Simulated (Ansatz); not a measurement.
System: zinc-blende AlSb. Method: PBE0 (Ansatz, a quantum-chemistry and plane-wave program, plane waves, PAW).

Run with plane-wave cutoff 520 eV, 8×8×8 k mesh, scalar-relativistic PAW data made under PBE.

Computed at the level's own relaxed cell.

```
AlSb
1.0
    0.00000     3.08282     3.08282
    3.08282     0.00000     3.08282
    3.08282     3.08282     0.00000
Al Sb
1 1
Direct
  0.00000   0.00000   0.00000
  0.75000   0.75000   0.75000
```

Give the elastic tensor (Voigt notation, GPa, ions relaxed, in the Cartesian axes of the cell as printed).


```
   88.3    41.5    41.5     0.0     0.0     0.0
   41.5    88.3    41.5     0.0     0.0     0.0
   41.5    41.5    88.3     0.0     0.0     0.0
    0.0     0.0     0.0    41.8     0.0     0.0
    0.0     0.0     0.0     0.0    41.8     0.0
    0.0     0.0     0.0     0.0     0.0    41.8
```

Measured, for comparison: elastic constant C11 87.7 GPa, elastic constant C12 43.4 GPa, elastic constant C44 40.8 GPa (temperature not stated, no zero-point or thermal correction; as tabulated in Oses et al. (2018), arXiv:1811.08464). Computed (rounded) less measured: elastic constant C11 +0.7 %, elastic constant C12 -4 %, elastic constant C44 +2 %. A static lattice is as a rule a little smaller and stiffer than an uncorrected measurement, which can account for part of this.

Static lattice: no zero-point or thermal effects.
